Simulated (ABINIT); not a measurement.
Here is an ABINIT 10.8.3 (patched build) calculation.

Contents of run.abi:

```
# Pseudopotentials
pp_dirpath "./"
pseudos "Mo.GGA_PBE-JTH.xml"

# Structure
acell 3*1.0
rprim
    -2.9929651906     2.9929651906     2.9929651906
     2.9929651906    -2.9929651906     2.9929651906
     2.9929651906     2.9929651906    -2.9929651906
ntypat 1
znucl 42
natom 1
typat 1
xred
     0.0000000000     0.0000000000     0.0000000000

# Plane-wave basis
ecut 18.0
pawecutdg 36.0
pawxcdev 0

# k points
kptopt 1
ngkpt 12 12 12
nshiftk 1
shiftk 0.0 0.0 0.0

# Exchange and correlation
ixc 11

# Bands and occupations
nband 11
occopt 3
tsmear 0.05 eV

# SCF cycle
nstep 100
tolvrs 1.0e-9

# Output
iomode 3
prtwf 0
prtden 0
prteig 0
prtebands 0
enunit 2
```

Potentials or basis: JTH PAW PBE v2.0.

Run with:

```bash
$ abinit run.abi > log 2>&1
```

Problem. What does it give for the pressure?

Solution. -1.6 GPa.

Problem. Predict the band gap on the k mesh.

Solution. None (metal or under the smearing width).
